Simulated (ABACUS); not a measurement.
**P under changes of volume**

One of the cells (15.817 Å³/atom); the others are scaled copies at fixed shape and fractional positions:

```
P
1.0
    -1.69151    2.51517    1.85894
     1.69151   -2.51517    1.85894
     1.69151    2.51517   -1.85894
P
2
Cartesian
  1.6915 1.2576 1.6607
  0.0000 1.2576 0.1982
```

This isn't the form of P at room conditions, which is orthorhombic.

| Item | Value |
| --- | --- |
| Program | ABACUS 3.10.1 |
| Functional | PBE |
| Potentials or basis | PseudoDojo NC SR 0.4.1 PBE standard |
| Cutoff | 599 eV |
| Density cutoff | 2395 eV |
| Basis | plane waves |
| k mesh | 11 × 11 × 11 |
| Occupations | fermi-dirac, width 0.05 eV |
| Spin | no spin polarisation |

```tsv
volume (Å³/atom)	energy over the lowest point (meV/atom)	pressure (GPa)	largest force (eV/Å)
14.868	40.84	10.1	0.866
15.185	23.49	7.4	0.697
15.501	11.23	5.0	0.538
15.817	3.55	2.8	0.388
16.134	0.00	0.8	0.242
16.450	?	?	?
16.767	3.72	-2.6	0.028
```

Question: What does the run at 16.450 Å³/atom give?

Answer: Energy over the lowest point 0.19 meV/atom; pressure -1.0 GPa; largest force 0.103 eV/Å.

Worked out: A Birch-Murnaghan fit of order 3 (a polynomial in V^(-2/3)) to the other rows has its minimum at 16.28 Å³/atom with B0 = V·E''(V) = 93 GPa and B' = 4.2 at fixed shape and positions, which overstates the stiffness. It gives 0.17 meV/atom at 16.450 Å³/atom, against the run's 0.19, and -dE/dV = -1.0 GPa, against -1.0.

Energies are extrapolated to zero smearing.
